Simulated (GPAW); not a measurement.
Crystal: InSe.

```
CELL_PARAMETERS angstrom
4.05000 0.00000 0.00000
-2.02500 3.50740 0.00000
0.00000 0.00000 16.93000
ATOMIC_POSITIONS crystal
In 0.66667 0.33333 0.84300
In 0.33333 0.66667 0.34300
In 0.66667 0.33333 0.65700
In 0.33333 0.66667 0.15700
Se 0.66667 0.33333 0.39800
Se 0.33333 0.66667 0.89800
Se 0.66667 0.33333 0.10200
Se 0.33333 0.66667 0.60200
```

Base run:

| Property | Result |
| --- | --- |
| Program | GPAW 26.7.0 |
| Functional | LDA |
| Potentials or basis | the program's PAW data sets (release 1.2.1) made for this functional |
| Cutoff | 450 eV |
| Basis | pw |
| k mesh | 6 × 6 × 2 |
| Occupations | fermi-dirac, width 0.05 eV |
| Spin | no spin polarisation |

Its results: band gap on the k mesh none (metal or under the smearing width); pressure 2.1 GPa; largest force 2.584 eV/Å.

**Question.** The run is repeated on the same cell with these changes: functional from LDA to PBE; potentials or basis from the program's PAW data sets (release 1.2.1) made for this functional to GPAW PAW data sets (gpaw-data 1.2.1). What comes out?

**Answer.** Band gap on the k mesh none (metal or under the smearing width); pressure 6.4 GPa; largest force 2.864 eV/Å.

Caveats: the cutoff is short for stress and forces, so pressures can be off by a GPa or more; this functional lacks dispersion, which binds the layers, so the pressure and a relaxed spacing across them are unreliable (some runs).
